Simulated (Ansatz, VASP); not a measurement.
## As in VASP and in Ansatz

The input INCAR:

```
PREC = Accurate
ENCUT = 520
EDIFF = 1E-6
ISMEAR = -1
SIGMA = 0.05
LREAL = False
LASPH = True
NELM = 80
ALGO = Normal
ISIF = 2
LWAVE = False
LCHARG = True
GGA = PS
LELF = True
LVHAR = True
NBANDS = 8
```

Contents of KPOINTS:

```
regular mesh
0
Gamma
  14 14 14
```

Contents of POSCAR:

```
As
1.0
    2.2692531877      0.0000000000      0.0000000000
    0.0000000000      2.2692531877      0.0000000000
    0.0000000000      0.0000000000      2.2692531877
As
1
Direct
    0.0000000000      0.0000000000      0.0000000000
```

Input for Ansatz:

```yaml
crystal:
  lattice:
    - [2.2692531877, 0.0, 0.0]
    - [0.0, 2.2692531877, 0.0]
    - [0.0, 0.0, 2.2692531877]
  atoms:
    - { symbol: As, position: [0.0, 0.0, 0.0] }
kpoints:
  mp_grid: { grid: [14, 14, 14] }
scf:
  occupations: { method: fermi_dirac, width: 0.05 }
hamiltonian:
  xc: pbesol
  pseudopotentials: { kind: all_electron, lapw: { basis_error: 0.001 } }
output:
  forces: true
  stress: true
  eigenvalues: true
  populations: true
```

Change from the starting cell: volume scaled by 0.6, LAPW.

Alike in both runs: task single point; functional PBEsol; k mesh 14 × 14 × 14; occupations fermi-dirac, width 0.05 eV; no spin polarisation.

```csv
,VASP,Ansatz
version,VASP 6.6.1,Ansatz 0.2.0
potentials or method,"VASP PAW PBE potentials, release 64 (As)","all-electron LAPW, scalar-relativistic"
plane-wave cutoff (eV),520,see its input
```

VASP gave:

```
pressure (GPa) : 144.9
```

Which values does Ansatz return?

Pressure (GPa): 139.0.

Ansatz ran all-electron here, so the differences hold the error of VASP's frozen core and of both bases.

Caveats: the cell as given lies far from equilibrium; so large a pressure means that the cell lies far from this level's equilibrium, or that cutoff or potentials fall short (VASP); the potentials were made for another functional, which shifts forces and pressure (VASP).
